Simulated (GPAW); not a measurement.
Runs of GPAW 26.7.0 on MnO2. The structure is trigonal, space group P-3m1 (No. 164). Conventional cell: a = 2.857 Å, b = 2.857 Å, c = 4.601 Å, α = 90.00°, β = 90.00°, γ = 120.00°. Around Mn (site symmetry -3m) lie 6 O at 1.90 Å. Around O (site symmetry 3m) lie 3 Mn at 1.90 Å. Measurements of this composition are mostly on another form, of space group No. 136.

| task | level | potentials or basis | k mesh | cutoff (eV) | smearing | maxiter | band path | band points | convergence | eps inf used | mesh quality | gap on the mesh (eV) | pressure (GPa) | moment (μB) | largest force (eV/Å) |
| --- | --- | --- | --- | --- | --- | --- | --- | --- | --- | --- | --- | --- | --- | --- | --- |
| band structure | r2SCAN | GPAW PAW data sets (gpaw-data 1.2.1), pw | 7 × 7 × 4 | 800 | fermi-dirac 0.05 eV | 150 | GMKGALHA,LM,KH | 60 | - | - | not flagged | (a) | (c) | 3.00 | (b) |
| band structure | LDA | the program's PAW data sets (release 1.2.1) made for this functional, pw | 7 × 7 × 4 | 800 | fermi-dirac 0.05 eV | 150 | GMKGALHA,LM,KH | 60 | - | - | not flagged | 0.43 | -7.8 | 3.00 | 0.48 |
| single point | LDA | the program's PAW data sets (release 1.2.1) made for this functional, pw | 9 × 9 × 5 | 600 | fermi-dirac 0.05 eV | 120 | - | - | default | - | not flagged | 0.43 | -13.5 | 3.00 | 0.48 |
| single point | PBEsol | PAW data sets generated in the run's folder for this functional, pw | 11 × 11 × 6 | 800 | gaussian 0.1 eV | 150 | - | - | - | - | not flagged | 0.71 | 0.9 | 3.00 | 0.07 |
| one-shot levels on a semilocal density | r2SCAN | GPAW PAW data sets (gpaw-data 1.2.1), pw | 4 × 4 × 2 | 600 | fermi-dirac 0.001 eV | 150 | - | - | - | 6.15 | coarse | 2.01 | - | 3.00 | - |
| single point | PBEsol | PAW data sets generated in the run's folder for this functional, pw | 11 × 11 × 6 | 800 | fermi-dirac 0.05 eV | 150 | - | - | - | - | not flagged | 0.71 | 0.9 | 3.00 | 0.07 |
| electron localisation function | BLYP+D3(BJ) | PAW data sets generated in the run's folder for this functional, pw | 11 × 11 × 6 | 800 | gaussian 0.1 eV | 150 | - | - | - | - | not flagged | 0.73 | 5.6 | 3.00 | 0.46 |

Alike in all rows: spin collinear, ferromagnetic start; cell as given.

**Question.** Fill in the values left out.

**Answer.** (a) 1.92; (b) 0.15; (c) 2.5.

Caveats: some runs use coarse meshes; a cell with one magnetic atom can't hold antiferromagnetic order, which such compounds often take; an odd mesh through Γ misses points on the zone boundary, where band edges often lie (some runs); the PAW data sets were made with another functional, which shifts forces and pressure a little (some runs); the cutoff is short for stress and forces, so pressures can be off by a GPa or more (some runs); energy and the plain gap are those of the semilocal run (some runs); the hybrids' values are one shot on its orbitals and mesh (some runs).

Not every run made on this cell is shown here.
